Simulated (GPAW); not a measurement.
**CdBr2 (2H monolayer): G0W0 on several meshes in GPAW**

How does the mesh move the gap of CdBr2 (2H monolayer)?

Main program and level: GPAW 26.7.0; LDA and many-body steps on it, plane waves.

## 1. The structure

The cell holds 3 atoms: 1 Cd and 2 Br. Its edges and angles: a = 3.761 Å, b = 3.761 Å, c = 14.400 Å, α = 90.0°, β = 90.0°, γ = 120.0°. Vacuum lies along c.

Coordinates:

```cif
data_structure
_symmetry_space_group_name_H-M 'P 1'
_symmetry_Int_Tables_number 1
_cell_length_a 3.7614
_cell_length_b 3.7614
_cell_length_c 14.4000
_cell_angle_alpha 90.000
_cell_angle_beta 90.000
_cell_angle_gamma 120.000
_cell_volume 176.44
loop_
_atom_site_label
_atom_site_type_symbol
_atom_site_fract_x
_atom_site_fract_y
_atom_site_fract_z
_atom_site_occupancy
Cd1 Cd 0.33333 0.66667 0.50000 1
Br2 Br 0.66667 0.33333 0.61842 1
Br3 Br 0.66667 0.33333 0.38158 1
```

The structure was relaxed with LDA. The runs that relaxed it are not among those shown.

## 2. Empty states on the mesh, 9×9×1 mesh, 296 bands

This step: GPAW 26.7.0; DFT, LDA, plane waves, PAW.

The sums over transitions need many empty states on a uniform mesh; this step solves for them.

File run.py:

```python
import json
import numpy as np
from gpaw.mpi import world
from gpaw import GPAW

calc = GPAW('gs.gpw').fixed_density(kpts={'size': (9, 9, 1), 'gamma': True},
    parallel={'domain': 1, 'band': 1},
    txt='nscf.txt')
calc.diagonalize_full_hamiltonian(nbands=296)
calc.write('full.gpw', mode='all')
res = {}
kpts = calc.get_ibz_k_points()
res['kpts'] = kpts
res['eigenvalues'] = [calc.get_eigenvalues(kpt=k) for k in range(len(kpts))]
res['n_electrons'] = calc.get_number_of_electrons()

if world.rank == 0:
    with open('result.json', 'w') as f:
        json.dump(res, f, default=lambda x: x.tolist())
```

On the command line:

```sh
$ mpirun -n 8 gpaw python run.py
```

Numbers of over 12 decimals in the logs are rounded to 6 here.

Log:

```text
Diagonalizing LCAO Hamiltonian
Converting LCAO to pw mode
convergence criteria:
- Maximum integral of absolute [eigenst]ate change: 4e-08 eV^2 / valence electron
maximum number of iterations: 100

SCF iterations
|iter     |     time |      energy | eigst |  dens |
|iter:   1|  |             | +0.62 |       |
|iter:   2|  |             | -0.28 |       |
|iter:   3|  |             | -0.75 |       |
[...]
|iter:  10|  |             | -6.31 |       |
|iter:  11|  |             | -6.81 |       |
|iter:  12|  |             | -7.49c|       |
SCF steps: 12
  __  _  _
 | _ |_)|_||  |
 |__||  | ||/\| - 26.7.0

Input parameters:
  mode=PW(ecut=450.000000),
  convergence={'density': 1e-06, 'bands': -3},
  gpts=array([20, 20, 72]),
  kpts=MonkhorstPack(size=(9, 9, 1), gamma=True),
  maxiter=100,
  nbands=20,
  occupations=Occupations(name='fermi-dirac', width=0.001, fixmagmom=False),
  parallel={'domain': 1, 'band': 1},
  xc=XC(name='LDA')
Matrix size: 3853x3853
# Writing to full.gpw (mode='all')
  [... matrices ...]

timing:  # [seconds]
  Total: 111.263  # ━━━━━━━━━━━━━━━━━━━━━━━━━━━━━━━━━━━━━━━━━━━━━━━━━━━━━━━━━
```

Elapsed: 2 min, on 8 MPI ranks of Arm Neoverse V1, shared host; peak memory 8.8 GiB.

Numbers from this step:

| Item | Value |
| --- | --- |
| gap | 2.567 eV |
| k of the valence top | 0, 0, 0 |
| k of the conduction bottom | 0, 0, 0 |
| least direct gap | 2.567 eV |
| k points computed | 12 |
| lowest point of the top converged band, above the valence top | 78.1621 eV |

On this mesh the gap is 2.567 eV.

## 3. 9×9×1

Now the one-shot GW correction: screening in the RPA, then the self-energy of the levels asked for.

This step: G0W0 on LDA, plane waves, PAW.

File run.py:

```python
import json
import numpy as np
from gpaw.mpi import world
from gpaw.response.g0w0 import G0W0

gw = G0W0('full.gpw',
    filename='gw',
    kpts=[0],
    bands=(11, 15),
    ecut=48,
    nbands=133,
    truncation='2D',
    integrate_gamma='sphere',
    q0_correction=True,
    frequencies={'type': 'nonlinear', 'domega0': 0.15, 'omega2': 15.0},
    eta=0.1,
    nblocksmax=True)
gw.calculate()
res = {mode: {k: v for k, v in r.items() if k != 'sigma_eskwn'}
       for mode, r in gw.all_results.items()}

if world.rank == 0:
    with open('result.json', 'w') as f:
        json.dump(res, f, default=lambda x: x.tolist())
```

On the command line:

```sh
$ mpirun -n 8 gpaw python run.py
```

Log:

```text
Using integrator: PointIntegrator
NonLinearFrequencyDescriptor(from 0.000 to 63.793 eV, 155 points)
Nonperiodic BCs:  [False False  True]
Using integrator: PointIntegrator
NonLinearFrequencyDescriptor(from 0.000 to 63.793 eV, 155 points)
Nonperiodic BCs:  [False False  True]
Applying analytical 2D correction to W:
    Evaluating Gamma point contribution to W on a 17x17x1 grid
  ___  _ _ _
 |   || | | |
 | | || | | |
 |__ ||_____|
 |___|

BZ k-points: Symmetries present (total): 12

  [... matrices ...]
81 k-points: 9 x 9 x 1 Monkhorst-Pack grid
12 k-points in the irreducible part of the Brillouin zone
       k-points in crystal coordinates                weights
   0:     0.00000000    0.00000000    0.00000000          1/81
   1:     0.11111111    0.00000000    0.00000000          6/81
   2:     0.22222222   -0.11111111    0.00000000          6/81
   3:     0.22222222    0.00000000    0.00000000          6/81
   4:     0.33333333   -0.11111111    0.00000000         12/81
   5:     0.33333333    0.00000000    0.00000000          6/81
   6:     0.33333333    0.33333333    0.00000000          2/81
   7:     0.44444444   -0.22222222    0.00000000          6/81
   8:     0.44444444   -0.11111111    0.00000000         12/81
   9:     0.44444444    0.00000000    0.00000000          6/81
          ...
  11:     0.44444444    0.44444444    0.00000000          6/81

Distributing spins, k-points and bands (1 x 1 x 4) over 1 process
Number of blocks: 8

Quasi particle states:
k-points (IBZ indices): [0]
Band range: (11, 15)
  [... matrices ...]
Computational parameters:
Plane wave cut-off: 48 eV
Number of bands: 133
Coulomb cutoff: 2D
Broadening: 0.1 eV

fxc modes: GW
Kernel: RPA
Using full-frequency real axis integration
Summing all q:

Calculating screened Coulomb potential
2D Coulomb truncation
NonLinearFrequencyDescriptor(from 0.000 to 63.793 eV, 155 points)
Removing empty qpoint cache files...

Calculating chi0 body with:
    Ground state adapter containing:
    Number of spins: 1
    Number of kpoints: 81
    Number of irreducible kpoints: 12
    Number of completely occupied states: 13
    Number of partially occupied states: 13
    Occupied states memory: 5.712890625 M / cpu

    Linear response parametrization:
    q_c: [0.0, 0.0, 0.0]
    Number of frequency points: 155
    Planewave cutoff: 48.0
    Number of bands: 133
    Number of planewaves: 125
    Broadening (eta): 0.1
    comm.size: 8
    kncomm.size: 1
    blockcomm.size: 8

    Memory estimate of potentially large arrays:
        chi0_wGG: 4.619360 M / cpu
Integrating chi0 body.

Symmetries of q_c:
    Direct symmetries (Uq -> q): 12
    Indirect symmetries (TUq -> q): 12
In total 24 allowed symmetries.

  [... matrices ...]
12 groups of equivalent kpoints. 85.185185% reduction.

Integral kind: spectral function
Integrating chi0 head and wings.

Symmetries of q_c:
    Direct symmetries (Uq -> q): 12
    Indirect symmetries (TUq -> q): 12
In total 24 allowed symmetries.

  [... matrices ...]
12 groups of equivalent kpoints. 85.185185% reduction.

Integral kind: spectral function wings

Calculating chi0 body with:
    Ground state adapter containing:
    Number of spins: 1
    Number of kpoints: 81
    Number of irreducible kpoints: 12
    Number of completely occupied states: 13
    Number of partially occupied states: 13
    Occupied states memory: 5.712890625 M / cpu

[... the further q-points ...]

Results:
f:      Occupation numbers
eps:     KS-eigenvalues [eV]
vxc:     KS vxc [eV]
exx:     Exact exchange [eV]
sigma:   Self-energies [eV]
dsigma:  Self-energy derivatives
Z:       Renormalization factors
qp:      QP-energies [eV]

k-point 0 (0): (0.000, 0.000, 0.000)                GW
band       f     eps     vxc     exx   sigma  dsigma       Z      qp
                                                                   GW
  11   1.000  -2.868 -17.565 -20.632   2.162  -0.272   0.786  -3.580
  12   1.000  -2.868 -17.565 -20.632   2.162  -0.272   0.786  -3.580
  13   0.000  -0.301 -13.721  -9.536  -2.305  -0.215   0.823   1.246
  14   0.000   2.725 -10.264  -5.835  -2.794  -0.211   0.826   4.075
```

The job ended after 97 s (8 MPI ranks; peak memory 3.4 GiB).

This step gave:

* G0W0 gap on the points computed: 4.826 eV
* least direct G0W0 gap on the computed points: 4.826 eV
* Z at the valence top: 0.7861
* Z at the conduction bottom: 0.8231
* starting gap on the mesh: 2.567 eV
* k of the valence top: 0, 0, 0
* k of the conduction bottom: 0, 0, 0

The gap on the mesh goes from 2.57 eV to 4.83 eV, a correction of +2.26 eV.

## 4. Empty states on the mesh, 6×6×1 mesh, 143 bands

This step: DFT, LDA, plane waves, PAW.

File run.py:

```python
import json
import numpy as np
from gpaw.mpi import world
from gpaw import GPAW

calc = GPAW('gs.gpw').fixed_density(kpts={'size': (6, 6, 1), 'gamma': True},
    nbands=166,
    convergence={'bands': 143},
    txt='nscf.txt')
calc.write('full.gpw', mode='all')
res = {}
kpts = calc.get_ibz_k_points()
res['kpts'] = kpts
res['eigenvalues'] = [calc.get_eigenvalues(kpt=k) for k in range(len(kpts))]
res['n_electrons'] = calc.get_number_of_electrons()

if world.rank == 0:
    with open('result.json', 'w') as f:
        json.dump(res, f, default=lambda x: x.tolist())
```

On the command line:

```sh
$ mpirun -n 8 gpaw python run.py
```

Log:

```text
Diagonalizing LCAO Hamiltonian
Converting LCAO to pw mode
convergence criteria:
- Maximum integral of absolute [eigenst]ate change: 4e-08 eV^2 / valence electron
maximum number of iterations: 100

SCF iterations
|iter     |     time |      energy | eigst |  dens |
|iter:   1|  |             | +4.14 |       |
|iter:   2|  |             | +2.92 |       |
|iter:   3|  |             | +1.82 |       |
[...]
|iter:  15|  |             | -6.73 |       |
|iter:  16|  |             | -7.11 |       |
|iter:  17|  |             | -7.41c|       |
SCF steps: 17
  __  _  _
 | _ |_)|_||  |
 |__||  | ||/\| - 26.7.0

Input parameters:
  mode=PW(ecut=450.000000),
  convergence={'bands': 143},
  gpts=array([20, 20, 72]),
  kpts=MonkhorstPack(size=(6, 6, 1), gamma=True),
  maxiter=100,
  nbands=166,
  occupations=Occupations(name='fermi-dirac', width=0.001, fixmagmom=False),
  parallel={},
  xc=XC(name='LDA')
# Writing to full.gpw (mode='all')
  [... matrices ...]

timing:  # [seconds]
  Total: 0.077  # ━━━━━━━━━━━━━━━━━━━━━━━━━━━━━━━━━━━━━━━━━━━━━━━━━━━━━━━━━━━
```

It took 31 s on 8 MPI ranks; peak memory 1.5 GiB.

Numbers from this step:

- gap: 2.567 eV
- k of the valence top: 0, 0, 0
- k of the conduction bottom: 0, 0, 0
- least direct gap: 2.567 eV
- k points computed: 7
- lowest point of the top converged band, above the valence top: 47.44 eV

On this mesh the gap is 2.567 eV.

## 5. 6×6×1

This step: G0W0 on LDA, plane waves, PAW.

File run.py:

```python
import json
import numpy as np
from gpaw.mpi import world
from gpaw.response.g0w0 import G0W0

gw = G0W0('full.gpw',
    filename='gw',
    kpts=[0],
    bands=(11, 15),
    ecut=48,
    nbands=133,
    truncation='2D',
    integrate_gamma='sphere',
    q0_correction=True,
    frequencies={'type': 'nonlinear', 'domega0': 0.15, 'omega2': 15.0},
    eta=0.1,
    nblocksmax=True)
gw.calculate()
res = {mode: {k: v for k, v in r.items() if k != 'sigma_eskwn'}
       for mode, r in gw.all_results.items()}

if world.rank == 0:
    with open('result.json', 'w') as f:
        json.dump(res, f, default=lambda x: x.tolist())
```

On the command line:

```sh
$ mpirun -n 8 gpaw python run.py
```

Log:

```text
Using integrator: PointIntegrator
NonLinearFrequencyDescriptor(from 0.000 to 63.793 eV, 155 points)
Nonperiodic BCs:  [False False  True]
Using integrator: PointIntegrator
NonLinearFrequencyDescriptor(from 0.000 to 63.793 eV, 155 points)
Nonperiodic BCs:  [False False  True]
Applying analytical 2D correction to W:
    Evaluating Gamma point contribution to W on a 25x25x1 grid
  ___  _ _ _
 |   || | | |
 | | || | | |
 |__ ||_____|
 |___|

BZ k-points: Symmetries present (total): 12

  [... matrices ...]
36 k-points: 6 x 6 x 1 Monkhorst-Pack grid + [1/12,1/12,0.000000]
7 k-points in the irreducible part of the Brillouin zone
       k-points in crystal coordinates                weights
   0:     0.00000000    0.00000000    0.00000000          1/36
   1:     0.16666667    0.00000000    0.00000000          6/36
   2:     0.33333333   -0.16666667    0.00000000          6/36
   3:     0.33333333    0.00000000    0.00000000          6/36
   4:     0.33333333    0.33333333    0.00000000          2/36
   5:     0.50000000    0.33333333    0.00000000         12/36
   6:     0.50000000    0.50000000    0.00000000          3/36

Distributing spins, k-points and bands (1 x 1 x 4) over 1 process
Number of blocks: 8

Quasi particle states:
k-points (IBZ indices): [0]
Band range: (11, 15)
  [... matrices ...]
Computational parameters:
Plane wave cut-off: 48 eV
Number of bands: 133
Coulomb cutoff: 2D
Broadening: 0.1 eV

fxc modes: GW
Kernel: RPA
Using full-frequency real axis integration
Summing all q:

Calculating screened Coulomb potential
2D Coulomb truncation
NonLinearFrequencyDescriptor(from 0.000 to 63.793 eV, 155 points)
Removing empty qpoint cache files...

Calculating chi0 body with:
    Ground state adapter containing:
    Number of spins: 1
    Number of kpoints: 36
    Number of irreducible kpoints: 7
    Number of completely occupied states: 13
    Number of partially occupied states: 13
    Occupied states memory: 5.712890625 M / cpu

    Linear response parametrization:
    q_c: [1.3877787807814457e-17, 1.3877787807814457e-17, 0.0]
    Number of frequency points: 155
    Planewave cutoff: 48.0
    Number of bands: 133
    Number of planewaves: 125
    Broadening (eta): 0.1
    comm.size: 8
    kncomm.size: 1
    blockcomm.size: 8

    Memory estimate of potentially large arrays:
        chi0_wGG: 4.619360 M / cpu
Integrating chi0 body.

Symmetries of q_c:
    Direct symmetries (Uq -> q): 12
    Indirect symmetries (TUq -> q): 12
In total 24 allowed symmetries.

  [... matrices ...]
7 groups of equivalent kpoints. 80.555556% reduction.

Integral kind: spectral function
Integrating chi0 head and wings.

Symmetries of q_c:
    Direct symmetries (Uq -> q): 12
    Indirect symmetries (TUq -> q): 12
In total 24 allowed symmetries.

  [... matrices ...]
7 groups of equivalent kpoints. 80.555556% reduction.

Integral kind: spectral function wings

Calculating chi0 body with:
    Ground state adapter containing:
    Number of spins: 1
    Number of kpoints: 36
    Number of irreducible kpoints: 7
    Number of completely occupied states: 13
    Number of partially occupied states: 13
[... the further q-points ...]

Results:
f:      Occupation numbers
eps:     KS-eigenvalues [eV]
vxc:     KS vxc [eV]
exx:     Exact exchange [eV]
sigma:   Self-energies [eV]
dsigma:  Self-energy derivatives
Z:       Renormalization factors
qp:      QP-energies [eV]

k-point 0 (0): (0.000, 0.000, 0.000)                GW
band       f     eps     vxc     exx   sigma  dsigma       Z      qp
                                                                   GW
  11   1.000  -2.868 -17.565 -20.640   2.163  -0.269   0.788  -3.587
  12   1.000  -2.868 -17.565 -20.640   2.163  -0.269   0.788  -3.587
  13   0.000  -0.301 -13.721  -9.510  -2.320  -0.216   0.822   1.253
  14   0.000   2.725 -10.264  -5.827  -2.816  -0.216   0.823   4.059
```

It took 29 s on 8 MPI ranks; peak memory 2.4 GiB.

This step gave:

```
G0W0 gap on the points computed              : 4.840 eV
least direct G0W0 gap on the computed points : 4.840 eV
Z at the valence top                         : 0.7883
Z at the conduction bottom                   : 0.8224
starting gap on the mesh                     : 2.567 eV
k of the valence top                         : 0, 0, 0
k of the conduction bottom                   : 0, 0, 0
```

Against G0W0 in GPAW (9×9×1 mesh, 133 bands, screening to 48 eV, full frequency, Hilbert transform), the gap moves by +0.014 eV.

## 6. Side by side

Times are wall times on 8 MPI ranks of Arm Neoverse V1, shared host, good to a factor of about two.

```tsv
run	mesh	bands	screening cutoff (eV)	DFT gap (eV)	gap on the mesh (eV)	direct (eV)	time
9×9×1	9×9×1	133	48	2.567	4.826	4.826	97 s
6×6×1	6×6×1	133	48	2.567	4.840	4.840	29 s
```

## 7. Results

```json
{
 "9×9×1": "4.826 eV",
 "6×6×1": "4.840 eV",
 "known limits": "not at the basis limit; no spin-orbit coupling"
}
```

What this shows: 6×6×1: +0.014 eV against 9×9×1. Bands and cutoff are finite, so the gap is not at the basis limit. The miss can reach some tenths of an eV and take either sign; the mesh is an error of its own. These stock PAW sets were not made for GW; the filled d or f shell of Br lies in the frozen core, which bears on start and correction. In the G0W0 runs levels were corrected at 1 k point alone, so a gap called «on the mesh» is the least over those, and an edge elsewhere would be missed. The many-body steps are scalar-relativistic: spin-orbit coupling is not in them.

[Paths, hosts, dates, memory and timing lines, banners, echoed tables and standing remarks are left out of the program output.]

[Logs are printed without paths, hosts, clocks, repeated set-up lines and the standing remarks that a program may print on its own settings, such as how far it seeks lower states.]

[Runs of the session that timed out or met a known fault of the program may be left out.]

[Hosts, paths, dates, database ids (printed as entryN), source tags and the programs' standing remarks are cut or masked in the printed files.]
